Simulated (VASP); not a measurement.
Wanted: the native input for a VASP 6.6.1 run.

- Task: relaxation of cell and atoms
- Functional: RPBE
- Potentials or basis: VASP PAW PBE potentials, release 64 (Zn, O)
- Cutoff: 600 eV
- k mesh: 9 × 9 × 5
- Occupations: fermi-dirac, width 0.05 eV
- Spin: no spin polarisation
- Further INCAR settings: ALGO = Normal; EDIFF = 1e-06; IBRION = 2; EDIFFG = -0.01; NSW = 60; ISIF = 3

The structure of ZnO (zincite) lies in POSCAR:

```
ZnO
1.0
    3.2493080000      0.0000000000      0.0000000000
   -1.6246540000      2.8139832727      0.0000000000
    0.0000000000      0.0000000000      5.2057090000
Zn O
2 2
Direct
    0.6666666667      0.3333333333      0.0000000000
    0.3333333333      0.6666666667      0.5000000000
    0.3333333333      0.6666666667      0.8790100000
    0.6666666667      0.3333333333      0.3790100000
```

These files were run (other wordings do the same):

INCAR

```
  PREC = Accurate
  ENCUT = 600
  EDIFF = 1E-6
  ISMEAR = -1
  SIGMA = 0.05
  LREAL = False
  LASPH = True
  NELM = 100
  ALGO = Normal
  ISIF = 3
  LWAVE = False
  LCHARG = False
  GGA = RP
  IBRION = 2
  NSW = 60
  EDIFFG = -0.01
```

KPOINTS

```
Automatic mesh
0
Gamma
  9 9 5
```

Potentials or basis: VASP PAW PBE potentials, release 64 (Zn, O).

Run with:

```console
$ cat potpaw_PBE.64/Zn/POTCAR potpaw_PBE.64/O/POTCAR > POTCAR
$ mpirun -np 1 vasp_std > vasp.out
```

It gave:

```json
{
 "Relaxed volume": "12.85 Å³/atom",
 "Relaxed cell": "a = 3.328 Å, b = 3.328 Å, c = 5.358 Å, α = 90.00°, β = 90.00°, γ = 120.00°",
 "Space group after relaxing (to 0.05 Å)": "P6_3mc (No. 186)",
 "Energy gained by relaxing": "28.8 meV/atom",
 "Ionic steps": "5",
 "Pressure after relaxing": "-0.1 GPa",
 "Largest force after relaxing": "0.007 eV/Å",
 "Band gap on the k mesh": "0.77 eV, direct"
}
```

Caveat: the PAW data sets were made with another functional, which shifts forces and pressure a little.

Run time: 90 s on 1 thread of Intel(R) Xeon(R) 6975P-C (Granite Rapids), with other jobs on the host, peak memory 0.2 GiB.
